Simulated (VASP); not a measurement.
# CdTe (F-43m) in VASP: a series of runs, part 2 of 2

VASP 6.6.1. Earlier steps stand in the parts before.

**3. Relaxation of cell and atoms, PBE+D3(BJ)**

This run uses another cell than the first one, of 32.92 Å³/atom, 0.952 times its volume.

INCAR

```
PREC = Accurate
ENCUT = 600
EDIFF = 1E-6
ISMEAR = 0
SIGMA = 0.02
LREAL = False
LASPH = True
NELM = 80
ALGO = Normal
ISIF = 3
LWAVE = False
LCHARG = False
GGA = PE
IVDW = 12
IBRION = 2
NSW = 100
EDIFFG = -0.005
```

KPOINTS

```
Automatic mesh
0
Gamma
  8 8 8
```

POSCAR

```
CdTe
1.0
    0.0000000000      3.2050000000      3.2050000000
    3.2050000000      0.0000000000      3.2050000000
    3.2050000000      3.2050000000      0.0000000000
Cd Te
1 1
Direct
    0.0000000000      0.0000000000      0.0000000000
    0.7500000000      0.7500000000      0.7500000000
```

Potentials or basis: VASP PAW PBE potentials, release 64 (Cd, Te).

Run with:

```bash
cat potpaw_PBE.64/Cd/POTCAR potpaw_PBE.64/Te/POTCAR > POTCAR
mpirun -np 1 vasp_std > vasp.out
```

OUTCAR:

```text
PREC = Accurate
   ENCUT = 600
   EDIFF = 1E-6
   ISMEAR = 0
   LREAL = False
   LASPH = True
   NELM = 80
   ISIF = 3
   GGA = PE
   IVDW = 12
   IBRION = 2
   NSW = 100
   EDIFFG = -0.005
 IVDW          = 12

 ion  position               nearest neighbor table
   1  0.000  0.000  0.000-   2 2.78   2 2.78   2 2.78   2 2.78
   2  0.750  0.750  0.750-   1 2.78   1 2.78   1 2.78   1 2.78

  LATTYP: Found a face centered cubic cell.
 ALAT       =     6.4100000000

  Lattice vectors:

 A1 = (   0.0000000000,   3.2050000000,   3.2050000000)
 A2 = (   3.2050000000,   0.0000000000,   3.2050000000)
 A3 = (   3.2050000000,   3.2050000000,   0.0000000000)

Analysis of symmetry for initial positions (statically):
=====================================================================
 Subroutine PRICEL returns:
 Original cell was already a primitive cell.

 Routine SETGRP: Setting up the symmetry group for a
 face centered cubic supercell.

 Subroutine GETGRP returns: Found 24 space group operations
 (whereof 24 operations were pure point group operations)
 out of a pool of 48 trial point group operations.

The static configuration has the point symmetry T_d .

Analysis of symmetry for dynamics (positions and initial velocities):
=====================================================================
 Subroutine PRICEL returns:
 Original cell was already a primitive cell.

[... 153 lines left out ...]
  ---------------------------------------------------
  free energy    TOTEN  =        -4.72644494 eV

  energy without entropy =       -4.72644494  energy(sigma->0) =       -4.72644494

------------------------ aborting loop because EDIFF is reached ----------------------------------------

 Edisp (eV)   -0.71063

 E8    (eV) :    -0.3199
[... 71 lines left out ...]
--------------------------------------- Ionic step        3  -------------------------------------------

 number of electron      18.0000001 magnetization

 Free energy of the ion-electron system (eV)
  ---------------------------------------------------
  ext. energy  EPLUGINS =         0.00000000
  ---------------------------------------------------
  free energy    TOTEN  =        -4.79248972 eV

  energy without entropy =       -4.79248972  energy(sigma->0) =       -4.79248972

 E-fermi :   2.2777     XC(G=0):  -8.5014

 val. band max:        2.1785373907   @ k =   0.0000   0.0000   0.0000
 cond. band min:       2.8932167762   @ k =   0.0000   0.0000   0.0000
 fundamental gap:      0.7146793855
 Fermi energy:         2.2777175327

 k-point     1 :       0.0000    0.0000    0.0000
  band No.  band energies     occupation
      1      -8.8891      2.00000
      2      -6.0453      2.00000
      3      -6.0453      2.00000
      4      -6.0453      2.00000
      5      -5.7985      2.00000
      6      -5.7985      2.00000
      7       2.1785      2.00000
      8       2.1785      2.00000
      9       2.1785      2.00000
     10       2.8932      0.00000
     11       6.7934      0.00000
     12       6.7934      0.00000
     13       6.7934      0.00000
[... 354 lines left out ...]
  band No.  band energies     occupation
      1      -8.4533      2.00000
      2      -5.9614      2.00000
      3      -5.9499      2.00000
      4      -5.8129      2.00000
      5      -5.7932      2.00000
      6      -5.3703      2.00000
      7      -1.9608      2.00000
      8       0.1769      2.00000
      9       0.9571      2.00000
     10       5.3741      0.00000
     11       6.7984      0.00000
     12       8.1314      0.00000
     13       9.3177      0.00000

 [... further k-points ...]

------------------------ aborting loop because EDIFF is reached ----------------------------------------

 Edisp (eV)   -0.66893

 E8    (eV) :    -0.3001
[... 25 lines left out ...]
  FREE ENERGIE OF THE ION-ELECTRON SYSTEM (eV)
  ---------------------------------------------------
  free  energy   TOTEN  =        -5.4614227266 eV

  energy  without entropy=       -5.4614227266  energy(sigma->0) =       -5.46142273

 reached required accuracy - stopping structural energy minimisation
```

OSZICAR:

```text
N       E                     dE             d eps       ncg     rms          rms(c)
DAV:   1     0.108945851410E+03    0.10895E+03   -0.89911E+03   770   0.134E+03
DAV:   2    -0.596281430824E+00   -0.10954E+03   -0.10513E+03   854   0.288E+02
DAV:   3    -0.491302215023E+01   -0.43167E+01   -0.43063E+01   914   0.595E+01
[... 27 lines left out ...]
DAV:   4    -0.479250559923E+01    0.59398E-03   -0.11950E-03   814   0.291E-01    0.805E-02
DAV:   5    -0.479248309048E+01    0.22509E-04   -0.13076E-04   819   0.151E-01    0.581E-02
DAV:   6    -0.479249063366E+01   -0.75432E-05   -0.38223E-05   797   0.658E-02    0.173E-02
DAV:   7    -0.479248929695E+01    0.13367E-05   -0.27073E-06   791   0.201E-02    0.419E-03
DAV:   8    -0.479248971841E+01   -0.42146E-06   -0.66420E-07   577   0.644E-03
   3 F= -.54614227E+01 E0= -.54614227E+01  d E =-.243433E-01
```

Wall time 64 s (1 thread of Intel Xeon Platinum 8259CL at 2.50GHz (Skylake/Cascade Lake), shared host); peak memory 0.25 GiB.

Results:

```
Free energy                            : -5.4614 eV
Relaxed volume                         : 34.67 Å³/atom
Relaxed cell                           : a = 4.611 Å, b = 4.611 Å, c = 4.611 Å, α = 60.00°, β = 60.00°, γ = 60.00°
Space group after relaxing (to 0.05 Å) : F-43m (No. 216)
Energy gained by relaxing              : 12.2 meV/atom
Ionic steps                            : 3
Pressure after relaxing                : 0.0 GPa
Band gap on the k mesh                 : 0.71 eV, direct
Dispersion energy per atom             : -0.334 eV
```

Step by step:
```
step  energy change (eV)  largest force (eV/Å)  pressure (GPa)  volume (Å³)
   1              0.0000                0.0000            2.34        65.84
   2             -0.0219                0.0000           -0.64        70.54
   3             -0.0243                0.0000            0.01        69.34
```

Final structure:
```xyz
2
Lattice="0.0000 3.2608 3.2608 3.2608 0.0000 3.2608 3.2608 3.2608 0.0000" Properties=species:S:1:pos:R:3 pbc="T T T"
Cd    0.0000    0.0000    0.0000
Te    4.8912    4.8912    4.8912
```

Levels at points of the mesh, in eV from the valence-band top:
| k point | band 5 | band 6 | band 7 | band 8 | band 9 | band 10 | band 11 | band 12 | band 13 |
| --- | --- | --- | --- | --- | --- | --- | --- | --- | --- |
| (0.00, 0.00, 0.00) | -7.98 | -7.98 | 0.00 | 0.00 | 0.00 | 0.71 | 4.61 | 4.61 | 4.61 |
| (0.50, 0.00, 0.00) | -7.97 | -7.64 | -4.32 | -0.75 | -0.75 | 1.80 | 5.20 | 5.20 | 7.07 |
| (0.50, 0.50, 0.00) | -7.95 | -7.51 | -4.22 | -1.80 | -1.80 | 2.65 | 2.67 | 8.74 | 9.04 |

Caveat: spin-orbit coupling is left out, which moves the levels of the heavy elements. Zero-point motion and thermal expansion aren't in these numbers.

**4. Single point, PBE+D3(BJ)**

This run uses another cell than the first one, of 32.92 Å³/atom, 0.952 times its volume.

INCAR

```
SYSTEM = CdTe
ALGO = Normal
EDIFF = 1E-6
ENCUT = 500
GGA = PE
GGA_COMPAT = .False.
ISIF = 2
ISMEAR = 0
IVDW = 12
LASPH = .True.
LCHARG = .True.
LELF = .True.
LREAL = .False.
LVHAR = .True.
LWAVE = .False.
NBANDS = 16
NELM = 120
PREC = Accurate
SIGMA = 0.1
```

KPOINTS

```
k-points
0
Gamma
  6 6 6
  0 0 0
```

POSCAR is that of step 3.

Potentials or basis: VASP PAW PBE potentials, release 64 (Cd, Te).

Run with:

```bash
cat potpaw_PBE.64/Cd/POTCAR potpaw_PBE.64/Te/POTCAR > POTCAR
mpirun -np 1 vasp_std > vasp.out
```

OUTCAR:

```text
SYSTEM = CdTe
   EDIFF = 1E-6
   ENCUT = 500
   GGA = PE
   ISIF = 2
   ISMEAR = 0
   IVDW = 12
   LASPH = .True.
   LREAL = .False.
   NELM = 120
   PREC = Accurate
 IVDW          = 12

 ion  position               nearest neighbor table
   1  0.000  0.000  0.000-   2 2.78   2 2.78   2 2.78   2 2.78
   2  0.750  0.750  0.750-   1 2.78   1 2.78   1 2.78   1 2.78

  LATTYP: Found a face centered cubic cell.
 ALAT       =     6.4100000000

  Lattice vectors:

[... 479 lines left out ...]
     16      14.1571      0.00000

------------------------ aborting loop because EDIFF is reached ----------------------------------------

 Edisp (eV)   -0.71063

 E8    (eV) :    -0.3199

  FORCE on cell =-STRESS in cart. coord.  units (eV):
  Direction    XX          YY          ZZ          XY          YZ          ZX
  --------------------------------------------------------------------------------------
  -------------------------------------------------------------------------------------
  Total       0.98762     0.98762     0.98762    -0.00000     0.00000     0.00000
  in kB      24.03179    24.03179    24.03179    -0.00000     0.00000     0.00000
  external pressure =       24.03 kB  Pullay stress =        0.00 kB

 VOLUME and BASIS-vectors are now :
 -----------------------------------------------------------------------------
  energy-cutoff  :      500.00
  volume of cell :       65.84
      direct lattice vectors                 reciprocal lattice vectors
     0.000000000  3.205000000  3.205000000    -0.156006240  0.156006240  0.156006240
     3.205000000  0.000000000  3.205000000     0.156006240 -0.156006240  0.156006240
     3.205000000  3.205000000  0.000000000     0.156006240  0.156006240 -0.156006240

 POSITION                                       TOTAL-FORCE (eV/Angst)
 -----------------------------------------------------------------------------------
      0.00000      0.00000      0.00000         0.000000      0.000000      0.000000
      4.80750      4.80750      4.80750        -0.000000     -0.000000     -0.000000
 -----------------------------------------------------------------------------------
    total drift:                               -0.000000     -0.000000     -0.000000

  FREE ENERGIE OF THE ION-ELECTRON SYSTEM (eV)
  ---------------------------------------------------
  free  energy   TOTEN  =        -5.4316955456 eV

  energy  without entropy=       -5.4316955456  energy(sigma->0) =       -5.43169555
```

OSZICAR:

```text
N       E                     dE             d eps       ncg     rms          rms(c)
DAV:   1     0.993589860819E+02    0.99359E+02   -0.82585E+03   528   0.961E+02
DAV:   2    -0.150480565951E+01   -0.10086E+03   -0.95708E+02   648   0.232E+02
DAV:   3    -0.491843434058E+01   -0.34136E+01   -0.34102E+01   624   0.449E+01
DAV:   4    -0.495025729092E+01   -0.31823E-01   -0.31822E-01   776   0.375E+00
DAV:   5    -0.495043885341E+01   -0.18156E-03   -0.18156E-03   680   0.214E-01    0.602E+00
DAV:   6    -0.473585408711E+01    0.21458E+00   -0.36817E-01   584   0.754E+00    0.485E+00
DAV:   7    -0.471980161376E+01    0.16052E-01   -0.11382E-01   592   0.221E+00    0.180E+00
DAV:   8    -0.472066027774E+01   -0.85866E-03   -0.11611E-02   576   0.124E+00    0.493E-01
DAV:   9    -0.472097104938E+01   -0.31077E-03   -0.98794E-04   624   0.342E-01    0.119E-01
DAV:  10    -0.472102499141E+01   -0.53942E-04   -0.11403E-04   632   0.105E-01    0.571E-02
DAV:  11    -0.472106195773E+01   -0.36966E-04   -0.73008E-05   584   0.602E-02    0.336E-02
DAV:  12    -0.472106103079E+01    0.92694E-06   -0.28965E-06   616   0.160E-02
   1 F= -.54316955E+01 E0= -.54316955E+01  d E =-.535239E-11
```

Run time: 38 s. Hardware: 1 thread of Intel Xeon 8259CL, shared host; peak memory 0.21 GiB.

Results:

| Property | Result |
| --- | --- |
| Free energy | -5.4317 eV |
| Pressure | 2.4 GPa |
| Band gap on the k mesh | 0.87 eV, direct |
| Dispersion energy per atom | -0.355 eV |

Caveat: spin-orbit coupling is left out, which moves the levels of the heavy elements.

**5. Overview**

| task | cell | k mesh | cutoff (eV) | smearing | gap on the mesh (eV) | pressure (GPa) |
| --- | --- | --- | --- | --- | --- | --- |
| single point | a = 4.608 Å, angles 60.0°, 2 atoms | 8 × 8 × 8 | 520 | gaussian 0.02 eV | 0.72 | 0.1 |
| relaxation of cell and atoms | relaxed from a = 4.533 Å, angles 60.0°, 2 atoms | 8 × 8 × 8 | 600 | gaussian 0.02 eV | 0.71 | 0.0 |
| single point | a = 4.533 Å, angles 60.0°, 2 atoms | 6 × 6 × 6 | 500 | gaussian 0.1 eV | 0.87 | 2.4 |

Alike in all rows: level PBE+D3(BJ); potentials or basis VASP PAW PBE potentials, release 64 (Cd, Te); no spin polarisation.

Caveats: spin-orbit coupling is left out, which moves the levels of the heavy elements.

Absolute energies hang on the potentials; compare differences alone.

**6. How close it comes**

Step 2. A measured gap of CdTe is 1.607 eV (0 K; a printed reference work, data compilation); the calculated 0.72 eV misses it by -0.89 eV. Spin-orbit coupling on Cd, Te is left out. The value is that of PBE+D3(BJ), without temperature or zero-point motion. Semilocal functionals fall short of measured gaps as a rule.

Step 4. A measured gap of CdTe is 1.607 eV (0 K; a printed reference work, data compilation); the calculated 0.87 eV misses it by -0.73 eV. Spin-orbit coupling on Cd, Te is left out. The value is that of PBE+D3(BJ), without temperature or zero-point motion. Semilocal functionals fall short of measured gaps as a rule.
